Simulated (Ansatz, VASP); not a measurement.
## Ge: VASP beside Ansatz

```
Ge
1.0
    -1.65121    1.65121    1.65121
     1.65121   -1.65121    1.65121
     1.65121    1.65121   -1.65121
Ge
1
Direct
  0.00000 0.00000 0.00000
```

Alike in both runs: task single point; functional r2SCAN; k mesh 15 × 15 × 15; occupations fermi-dirac, width 0.1 eV; no spin polarisation.

|  | VASP | Ansatz |
| --- | --- | --- |
| version | VASP 6.6.1 | Ansatz 0.2.0 |
| potentials or method | VASP PAW PBE potentials, release 64 (Ge_d) | plane waves (500 eV) with PAW, scalar-relativistic |
| plane-wave cutoff (eV) | 520 | 500 |
| valence electrons in the cell | 14 | 14 |

Ansatz gave:

- pressure (GPa): 2.5

**Question.** Estimate VASP's values.

**Answer.** Pressure (GPa): 2.3.

Caveats: the PAW data sets were made with another functional, which shifts forces and pressure a little (VASP).
